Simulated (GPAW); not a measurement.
# PtSe2 (Sudovikovite) (P-3m1) in GPAW: single point with PBE

Aim: the single point of PtSe2 (Sudovikovite) with PBE.

Program: GPAW 26.7.0. These are calculated values, not measurements. Logs are shortened: lines on timing, memory, paths and dates and some standing lists are left out, and cuts for length are marked. The log counts tension as positive stress, the text compression.

## Step 1: Starting point

It takes space group P-3m1 (No. 164, trigonal). Conventional cell: a = 3.724 Å, b = 3.724 Å, c = 5.062 Å, α = 90.00°, β = 90.00°, γ = 120.00°. Pt (site symmetry -3m) is surrounded by 6 Se at 2.49 Å. Se (site symmetry 3m) is surrounded by 3 Pt at 2.49 Å.

## Step 2: Single point, PBE

File run.py:

```python
from ase.dft.bandgap import bandgap
from ase.io import read, write
from ase.units import GPa
from gpaw import GPAW, PW

atoms = read('PtSe2.xyz')

calc = GPAW(mode=PW(500),
            xc='PBE',
            kpts={'size': (7, 7, 4), 'gamma': True},
            occupations={'name': 'fermi-dirac', 'width': 0.05},
            nbands=26,
            maxiter=120,
            txt='gpaw.txt')
atoms.calc = calc
energy = atoms.get_potential_energy()
forces = atoms.get_forces()
stress = atoms.get_stress()
calc.write('gs.gpw')
write('result.traj', atoms)
print(f'Energy: {energy:.6f} eV')
print('Forces (eV/A):')
print(forces.round(4))
print('Stress (GPa):', (stress / GPa).round(3))
print('Fermi level:', round(calc.get_fermi_level(), 4), 'eV')
print(f'Gap: {bandgap(calc)[0]:.4f} eV, direct: {bandgap(calc, direct=True)[0]:.4f} eV')
```

File PtSe2.xyz:

```xyz
3
Lattice="3.7240000000 0.0000000000 0.0000000000 -1.8620000000 3.2250786037 0.0000000000 0.0000000000 0.0000000000 5.0620000000" Properties=species:S:1:pos:R:3 pbc="T T T"
Pt     0.0000000000      0.0000000000      0.0000000000
Se     1.8620000002      1.0750262011      3.7965000000
Se    -0.0000000002      2.1500524026      1.2655000000
```

Potentials or basis: GPAW PAW data sets (gpaw-data 1.2.1), pw.

Run with:

```bash
> OMP_NUM_THREADS=1 python run.py
```

gpaw.txt:

```text
__  _  _
 | _ |_)|_||  |
 |__||  | ||/\| - 26.7.0

Input parameters:
  mode=PW(ecut=500.0),
  kpts=MonkhorstPack(size=(7, 7, 4), gamma=True),
  maxiter=120,
  nbands=26,
  occupations=Occupations(name='fermi-dirac', width=0.05),
  xc=XC(name='PBE')

Diagonalizing LCAO Hamiltonian
Converting LCAO to pw mode

            Se

        Se

       Pt

Atoms  # Å, Bohr magnetons
|   | symbol |         x |        y |        z |    initial magnetic moments |
|---|--------|-----------|----------|----------|-----------------------------|
| 0 |     Pt |  0.000000 | 0.000000 | 0.000000 | ( 0.0000,  0.0000,  0.0000) |
| 1 |     Se |  1.862000 | 1.075026 | 3.796500 | ( 0.0000,  0.0000,  0.0000) |
| 2 |     Se | -0.000000 | 2.150052 | 1.265500 | ( 0.0000,  0.0000,  0.0000) |

Unit cell  # Å
| periodic |         x |        y |        z |  lengths |     angles |
|----------|-----------|----------|----------|----------|------------|
|      yes |  3.724000 | 0.000000 | 0.000000 | 3.724000 |  90.000000 |
|      yes | -1.862000 | 3.225079 | 0.000000 | 3.724000 |  90.000000 |
|      yes |  0.000000 | 0.000000 | 5.062000 | 5.062000 | 120.000000 |

Number of symmetries: 12
Symmetry operations  # r_c * U_cc + t_c -> r_c
|    | kind |            matrix            |
|----|------|------------------------------|
|  0 |  σ   |  1, 1, 0,  0,-1, 0,  0, 0, 1 |
|  1 |  S6  |  1, 1, 0, -1, 0, 0,  0, 0,-1 |
|  2 |  E   |  1, 0, 0,  0, 1, 0,  0, 0, 1 |
|  3 |  C2  |  1, 0, 0, -1,-1, 0,  0, 0,-1 |
|  4 |  C2  |  0, 1, 0,  1, 0, 0,  0, 0,-1 |
|  5 |  C3  |  0, 1, 0, -1,-1, 0,  0, 0, 1 |
|  6 |  S6  |  0,-1, 0,  1, 1, 0,  0, 0,-1 |
|  7 |  σ   |  0,-1, 0, -1, 0, 0,  0, 0, 1 |
|  8 |  σ   | -1, 0, 0,  1, 1, 0,  0, 0, 1 |
|  9 |  i   | -1, 0, 0,  0,-1, 0,  0, 0,-1 |
| 10 |  C3  | -1,-1, 0,  1, 0, 0,  0, 0, 1 |
| 11 |  C2  | -1,-1, 0,  0, 1, 0,  0, 0,-1 |

BZ-sampling:
  Number of BZ points: 196
  Number of IBZ points: 28

  Monkhorst-Pack size: [7, 7, 4]
  Monkhorst-Pack shift: [0.0, 0.0, 0.125]

K-points  # in reciprocal-cell coordinates
|     |                                coordinates |     weight |
|-----|--------------------------------------------|------------|
|   0 | (  0.00000000,   0.00000000,   0.00000000) | 0.00510204 |
|   1 | (  0.00000000,   0.00000000,   0.25000000) | 0.01020408 |
|   2 | (  0.00000000,   0.00000000,   0.50000000) | 0.00510204 |
|   3 | (  0.14285714,   0.00000000,  -0.25000000) | 0.03061224 |
|   4 | (  0.14285714,   0.00000000,   0.00000000) | 0.03061224 |
|   5 | (  0.14285714,   0.00000000,   0.25000000) | 0.03061224 |
|   6 | (  0.14285714,   0.00000000,   0.50000000) | 0.03061224 |
|   7 | (  0.28571429,  -0.14285714,   0.00000000) | 0.03061224 |
|   8 | (  0.28571429,  -0.14285714,   0.25000000) | 0.06122449 |
|   9 | (  0.28571429,  -0.14285714,   0.50000000) | 0.03061224 |
| ... |                                            |            |
|  27 | (  0.42857143,   0.42857143,   0.50000000) | 0.03061224 |

Plane wave coefficients: 1556
Cutoff: 500.0 eV

Spin-components: 1 (collinear spins)
Bands:           26
Projectors:      16
Spin-degeneracy: 2
Datatype:        complex128

Parallelization:
  kpt:    1
  domain: 1
  band:   1

Density:
  Valence electrons: 28.0
  Components: 1
  Grid points: [20 20 27]
  Charge: 0.0  # |e|

Potential:
  Grid points: [20 20 27]

species:
  Pt:
    name:    Platinum
    Z:       78.0
    valence: 16
    core:    62
    charge:  0.0  # [|e|]
    compensation charges:
      type: gauss
      rc: 0.41  # [Å]
      lmax: 2
    cutoffs:
      filter: 2.26  # [Å]
      core: 2.26  # [Å]
    projectors
    | kind |    occ | energy [eV] | rcut [Å] |
    |------|--------|-------------|----------|
    |   6s |  1.000 |      -5.628 |    1.307 |
    |   5p |  6.000 |     -56.051 |    1.371 |
    |   6p |  0.000 |      -0.845 |    1.371 |
    |   5d |  9.000 |      -6.153 |    1.307 |
    |    s |        |      21.583 |    1.307 |
    |    d |        |      21.058 |    1.307 |

    Using partial waves for Pt as LCAO basis

  Se:
    name:    Selenium
    Z:       34.0
    valence: 6
    core:    28
    charge:  0.0  # [|e|]
    compensation charges:
      type: gauss
      rc: 0.27  # [Å]
      lmax: 2
    cutoffs:
      filter: 1.77  # [Å]
      core: 2.67  # [Å]
    projectors
    | kind |    occ | energy [eV] | rcut [Å] |
    |------|--------|-------------|----------|
    |   4s |  2.000 |     -17.277 |    0.847 |
    |   4p |  4.000 |      -6.512 |    1.005 |
    |    s |        |       9.935 |    0.847 |
    |    p |        |      20.699 |    1.005 |
    |    d |        |       0.000 |    0.847 |

    Using partial waves for Se as LCAO basis

Reference energy: -632582.427029  # eV

eigensolver:
  PPCG
  Converge bands: occupied
  niter=2

density mixing:
  MSR1-Mixer
  Pratt-step length: 0.05
  Maximum mixing coefficient: 0.75
  Old densities: 10
  SVD Regularization: 0.005
  Good broyden scale: 1.0
  Trust region scale: 1.0
  Backstep threshold: 4.0
  History deletion threshold: 6.0
  Fourier metric: weight=20.0, sigma=0.015

occupation numbers:
  Fermi-Dirac:
    width: 0.0500  # eV

poisson solver:
  ecut: 4000.0  # eV

xc functional:
  name: PBE with 2 nearest neighbor stencil

convergence criteria:
- Maximum [total energy] change in last 3 cyles: 0.0005 eV / valence electron
- Maximum integral of absolute [dens]ity change: 0.0001 electrons / valence electron
- Maximum integral of absolute [eigenst]ate change: 4e-08 eV^2 / valence electron
maximum number of iterations: 120

SCF iterations
|iter     | |      energy | eigst |  dens |
|---------|-|-------------|-------|-------|
|iter:   1| |  -15.360149 | +0.13 |       |
|iter:   2| |  -15.020702 | -2.12 | -1.13 |
|iter:   3| |  -14.496904 | -1.91 | -1.20 |
|iter:   4| |  -14.474954 | -3.31 | -1.59 |
|iter:   5| |  -14.462248 | -3.36 | -1.84 |
|iter:   6| |  -14.462261c| -4.53 | -2.64 |
|iter:   7| |  -14.462330c| -5.05 | -3.17 |
|iter:   8| |  -14.462336c| -6.64 | -3.92 |
|iter:   9| |  -14.462337c| -7.67c| -4.50c|

Converged in 9 steps
Energy contributions relative to reference atoms: (reference = -632582.427029)

Energy contributions:
  Kinetic:          12.007588
  Coulomb:         -12.775253
  Zero:             -0.541389
  External:          0.000000
  Xc:              -13.150072
  Entropy:          -0.006422
  Spinorbit:         0.000000
  ----------------------------
  Free energy:     -14.465548
  Extrapolated:    -14.462337

dipole moment: (-6.414353, -11.109985, -17.437946)  # |e|*Ang

Fermi level: 8.290
Eigenvalues  # (at kpt = [0.000, 0.000, 0.000])
| band index |      eig [eV] | occ [0-2] |
|------------|---------------|-----------|
|          0 |       -45.533 |     2.000 |
|        ... |               |           |
|          5 |         1.187 |     2.000 |
|          6 |         1.899 |     2.000 |
|          7 |         1.899 |     2.000 |
|          8 |         4.329 |     2.000 |
|          9 |         4.330 |     2.000 |
|         10 |         5.785 |     2.000 |
[... 8 lines left out ...]
|         19 |        15.695 |     0.000 |
|         20 |        20.227 |     0.000 |
|        ... |               |           |
|         25 |        21.026 |     0.000 |

No gap
No difference between direct/indirect transitions

Forces  # eV/Ang
|        x |        y |        z |
|----------|----------|----------|
|  0.00000 |  0.00000 |  0.00000 |  # Pt   0
| -0.00000 |  0.00000 | -0.61973 |  # Se   1
|  0.00000 | -0.00000 |  0.61973 |  # Se   2

Stress tensor  # eV/Ang^3
|         x |         y |         z |
|-----------|-----------|-----------|
| -0.049554 |  0.000000 |  0.000000 |
|  0.000000 | -0.049554 |  0.000000 |
|  0.000000 |  0.000000 | -0.037184 |

# Writing to gs.gpw (mode='')
```

Run time: 19 s. Hardware: 1 thread of Arm Neoverse V1, shared host; peak memory 0.16 GiB.

Results:

```
Free energy            : -14.4655 eV
Pressure               : 7.3 GPa
Largest force          : 0.620 eV/Å
Band gap on the k mesh : none (metal or under the smearing width)
```

Forces on the atoms (eV/Å):
```
Pt   0.000  0.000  0.000
Se   0.000  0.000 -0.620
Se   0.000  0.000  0.620
```

Stress tensor (GPa, compression positive):
```
7.94 0.00 0.00
0.00 7.94 0.00
0.00 0.00 5.96
```

Caveat: the cutoff is short for stress and forces, so pressures can be off by a GPa or more.
